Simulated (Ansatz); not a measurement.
Tellurium (simple cubic) across density functionals

All rows: Ansatz, plane waves with scalar-relativistic PAW, 420 eV (500 eV for the SCAN forms), relaxed under each functional, no dispersion correction, no zero-point motion. B₀ comes from uniform scaling at fixed shape; a dash is a value not given.

```tsv
functional	V (Å³/atom)	cell	B₀ (GPa)	magnetic state	ΔE to trigonal tellurium (meV/atom)
PBE	32.83	a = 3.202 Å	51	spin not included	45
r²SCAN	32.43	a = 3.189 Å	55	spin not included	86
PBEsol	31.28	a = 3.151 Å	59	spin not included	24
LDA	30.74	a = 3.133 Å	62	spin not included	20
revPBE	33.45	a = 3.222 Å	47	spin not included	66
RPBE	33.71	a = 3.230 Å	46	spin not included	100
```

(1) What does BLYP give?

Answers

(1) V (Å³/atom): 35.76; cell: a = 3.295 Å; B₀ (GPa): 39; magnetic state: spin not included; ΔE to trigonal tellurium (meV/atom): 123.
